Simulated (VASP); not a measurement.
Input of a VASP 6.6.1 run:

The input INCAR:

```
PREC = Accurate
ENCUT = 520
EDIFF = 1E-7
ISMEAR = 0
SIGMA = 1.0
LREAL = F
LASPH = T
NELM = 60
ALGO = Fast
ISIF = 3
LWAVE = F
LCHARG = F
GGA = PE
IBRION = 2
NSW = 80
EDIFFG = -0.002
```

Contents of KPOINTS:

```
Automatic mesh
0
Gamma
  18 18 18
```

The input POSCAR:

```
Pt
1.0
    0.0000000000      1.9609000000      1.9609000000
    1.9609000000      0.0000000000      1.9609000000
    1.9609000000      1.9609000000      0.0000000000
Pt
1
Direct
    0.0000000000      0.0000000000      0.0000000000
```

Potentials or basis: VASP PAW PBE potentials, release 64 (Pt).

Command:

```bash
$ cat potpaw_PBE.64/Pt/POTCAR > POTCAR
$ mpirun -np 1 vasp_std > vasp.out
```

(1) What does it give for the relaxed volume?

(2) What does it give for the relaxed cell?

Answers

(1) 15.82 Å³/atom.

(2) a = 2.818 Å, b = 2.818 Å, c = 2.818 Å, α = 60.00°, β = 60.00°, γ = 60.00°.
